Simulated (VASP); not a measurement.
## GaAs (rocksalt), LDA single-point calculation: VASP's output and Ansatz's

POSCAR

```
Ga As
 1.0000000000000000
    -0.0000000000000000    2.6645247141735449    2.6645247141735449
     2.6645247141735449   -0.0000000000000000    2.6645247141735449
     2.6645247141735449    2.6645247141735449   -0.0000000000000000
 Ga  As
   1   1
Cartesian
 -0.0000000000000000  0.0000000000000000  0.0000000000000000
  2.6645247141735449  2.6645247141735449  2.6645247141735449
```

VASP ran with the recommended LDA PAW datasets (18 valence electrons in the cell).

From OUTCAR

```
k-points           NKPTS =     29   k-points in BZ     NKDIM =     29   number of bands    NBANDS=     16

   NELECT =      18.0000    total number of electrons

   dimension x,y,z NGX =    28 NGY =   28 NGZ =   28
   dimension x,y,z NGXF=    56 NGYF=   56 NGZF=   56

  energy-cutoff  :      520.00
  volume of cell :       37.83
      direct lattice vectors                 reciprocal lattice vectors
     0.000000000  2.664524714  2.664524714    -0.187650727  0.187650727  0.187650727
     2.664524714  0.000000000  2.664524714     0.187650727 -0.187650727  0.187650727
     2.664524714  2.664524714  0.000000000     0.187650727  0.187650727 -0.187650727

 k-points in reciprocal lattice and weights: KPOINTS created by Atomic Simulation Env
   0.00000000  0.00000000  0.00000000       0.002
   0.12500000  0.00000000  0.00000000       0.016
   0.25000000  0.00000000  0.00000000       0.016
   0.37500000  0.00000000  0.00000000       0.016
   0.50000000  0.00000000  0.00000000       0.008
   0.12500000  0.12500000  0.00000000       0.012
   0.25000000  0.12500000  0.00000000       0.047
   0.37500000  0.12500000  0.00000000       0.047
   ...

 E-fermi :   5.4542

 k-point     1 :       0.0000    0.0000    0.0000
  band No.  band energies     occupation
      1      -9.3772      2.00000
      2      -9.3772      2.00000
      3      -9.3547      2.00000
      4      -9.3547      2.00000
      5      -9.3547      2.00000
      6      -7.9131      2.00000
      7       5.4814      0.40828
      8       5.4814      0.40828
      9       5.4814      0.40828
     10       5.4857      0.34287
     11      12.8560      0.00000
     12      12.8560      0.00000
     13      12.8560      0.00000
     14      13.1520      0.00000
     15      13.1520      0.00000
     16      13.1520      0.00000

 k-point     2 :       0.1250    0.0000    0.0000
  band No.  band energies     occupation
      1      -9.3814      2.00000
      2      -9.3814      2.00000
      3      -9.3554      2.00000
      4      -9.3506      2.00000
      5      -9.3506      2.00000
      6      -7.6991      2.00000
      7       3.1362      2.00000
      8       5.4703      0.61879
      9       5.4703      0.61878
     10       7.3124      0.00000
     11      11.8116      0.00000
     12      11.8116      0.00000
     13      11.9032      0.00000
     14      13.1905      0.00000
     15      13.4137      0.00000
     16      13.4137      0.00000

 k-point     3 :       0.2500    0.0000    0.0000
  band No.  band energies     occupation
      1      -9.3933      2.00000
      2      -9.3933      2.00000
      3      -9.3582      2.00000
      4      -9.3389      2.00000
      5      -9.3389      2.00000
      6      -7.0769      2.00000
      7       0.7457      2.00000
      8       5.4935      0.24606
      9       5.4935      0.24606
     10       8.0886      0.00000
     11      10.1305      0.00000
     12      10.1305      0.00000
     13      10.8804      0.00000
     14      13.8822      0.00000
     15      14.7633      0.00000
     16      14.7633      0.00000

 k-point     4 :       0.3750    0.0000    0.0000
  band No.  band energies     occupation
      1      -9.4059      2.00000
      2      -9.4059      2.00000
      3      -9.3620      2.00000
      4      -9.3265      2.00000
      5      -9.3265      2.00000
      6      -6.1613      2.00000
      7      -1.3141      2.00000
      8       5.6104      0.00081
      9       5.6104      0.00081
     10       8.1594      0.00000
     11       8.8957      0.00000
     12       8.8957      0.00000
     13      10.0861      0.00000
     14      15.8786      0.00000
     15      16.8329      0.00000
     16      16.8329      0.00000

 k-point     5 :       0.5000    0.0000    0.0000
  band No.  band energies     occupation
      1      -9.4112      2.00000
      2      -9.4112      2.00000
      3      -9.3637      2.00000
      4      -9.3213      2.00000
      5      -9.3213      2.00000
      6      -5.5434      2.00000
      7      -2.3257      2.00000
      8       5.7034      0.00001
      9       5.7034      0.00001
     10       8.1407      0.00000
     11       8.4146      0.00000
     12       8.4146      0.00000
     13       9.7824      0.00000
     14      17.8386      0.00000
     15      19.0463      0.00000
     16      19.0463      0.00000

 k-point     6 :       0.1250    0.1250    0.0000
  band No.  band energies     occupation
      1      -9.3940      2.00000
      2      -9.3742      2.00000
      3      -9.3583      2.00000
      4      -9.3483      2.00000
      5      -9.3483      2.00000
      6      -7.6234      2.00000
      7       3.2709      2.00000
      8       4.9324      2.00000
      9       4.9324      2.00000
     10       8.0986      0.00000
     11      10.1246      0.00000
     12      11.6408      0.00000
     13      12.9287      0.00000
     14      12.9287      0.00000
     15      14.5369      0.00000
     16      14.5369      0.00000

 ...

  Total       -0.6563061     -0.6563061     -0.6563061     -0.0000000      0.0000000     -0.0000000
  in kB      -27.7925118    -27.7925118    -27.7925118     -0.0000000      0.0000000     -0.0000000
  external PRESSURE =     -27.7925118 kB  Pullay stress =       0.0000000 kB

 POSITION                                       TOTAL-FORCE (eV/Angst)
 -----------------------------------------------------------------------------------
      0.00000      0.00000      0.00000        -0.000000     -0.000000     -0.000000
      2.66452      2.66452      2.66452         0.000000      0.000000      0.000000
 -----------------------------------------------------------------------------------
    total drift:                               -0.000000      0.000000      0.000000

  FREE ENERGIE OF THE ION-ELECTRON SYSTEM (eV)
  ---------------------------------------------------
  free  energy   TOTEN  =        -9.0900169163 eV

  energy  without entropy=       -9.0870350581  energy(sigma->0) =       -9.08852599
```

Datasets and cutoffs are each program's own. VASP's cell holds 18 valence electrons and Ansatz's 28. LDA means the Perdew–Zunger form with relativistic exchange in VASP and the Perdew–Wang form in Ansatz. Ansatz's stress includes a Pulay correction; VASP's doesn't.

Task: What does Ansatz give for the same cell and level of theory?

Result: gap between bands v and c -3.22 eV (bands overlap: a metal); least direct gap 0.00 eV; pressure -3.0 GPa.

Ansatz printed

```
SCF 1 converged in 6 iterations: F = -8480.739919 eV  dr2 = 3.85e-8
  greatest PAW one-centre occupation: 0.999 electrons in one spin orbital (limit 2), on the As atom at site 1 (counted from 0), in its partial waves of l = 2
NSCF: frozen V_eff on 7 k-points
SCF converged after 6 iterations
Free energy (F): -8480.739919 eV
Harris-Foulkes:  -8480.739919 eV  (|F-HF|=1.18e-8)
Internal energy: -8480.737006 eV  (E = F + TS)
E sigma→0 (E₀):  -8480.738462 eV
Entropy (-TS):   -0.002913 eV (-1.457 meV/atom)
Fermi energy:    10.318682 eV
--- Per-component energies (eV) ---
  E_band       = -256.930968
  E_kinetic    = 219.613069
  E_local      = -3359.009790  (includes V_loc(G=0)·N_el)
  E_nonlocal   = -239.861411
  E_hartree    = 1722.720796
  E_xc         = -148.392369
  E_vxc        = -138.867123  (∫ρ·V_xc dr)
  E_paw        = -3664.830952  (= ΣΔE_a)
  E_vpaw       = -184.259083  (= ΣTr[D̂ρ^β])
  E_aug_tail   = -0.000155  (compensation charges beyond the density's cutoff)
  E_ewald      = -3014.779905
  E_core_change = 3.803710  (= ΣΔE_core)
  E_smearing   = -0.002913  (= −TS)
  E_closure    = 0.000000  (closes the sum)
  Σ components = -8480.739919   (vs F -8480.739919, Δ=0.00e0)
--- Forces (eV/Å), atoms counted from 1 ---
  atom   1  Ga     0.00000000     0.00000000     0.00000000
  atom   2  As     0.00000000    -0.00000000    -0.00000000
  max |Σ_I F_I| component: 8.71e-31 eV/Å
--- Stress (GPa, compression-positive) ---
       -2.976578       0.000000       0.000000
        0.000000      -2.976578       0.000000
        0.000000      -0.000000      -2.976578
  P = ⅓ Tr σ = -2.9766 GPa (-29.766 kbar)
--- Band table (eV; the first three rows and the last of 29) ---
  k-point 0: bands = ["-25.2259", "-25.2259", "-25.2180", "-25.2180", "-25.2180", "-4.4806", "-4.4806", "-4.4595", "-4.4595", "-4.4595", "-3.0611", "10.3021", "10.3469", "10.3469", "10.3469", "17.7527", "17.7527", "17.7527"]
  k-point 1: bands = ["-25.2258", "-25.2258", "-25.2179", "-25.2177", "-25.2177", "-4.4850", "-4.4850", "-4.4602", "-4.4554", "-4.4554", "-2.8477", "7.9832", "10.3362", "10.3362", "12.1517", "16.6905", "16.6905", "16.7793"]
  k-point 2: bands = ["-25.2258", "-25.2258", "-25.2176", "-25.2170", "-25.2170", "-4.4975", "-4.4975", "-4.4632", "-4.4438", "-4.4438", "-2.2275", "5.6000", "10.3604", "10.3604", "12.9361", "15.0101", "15.0101", "15.7427"]
  k-point 28: bands = ["-25.2268", "-25.2249", "-25.2168", "-25.2168", "-25.2144", "-4.6219", "-4.4895", "-4.4504", "-4.4504", "-4.4105", "0.3568", "4.5143", "5.8357", "5.8357", "12.7462", "14.4476", "18.0398", "18.0398"]
```
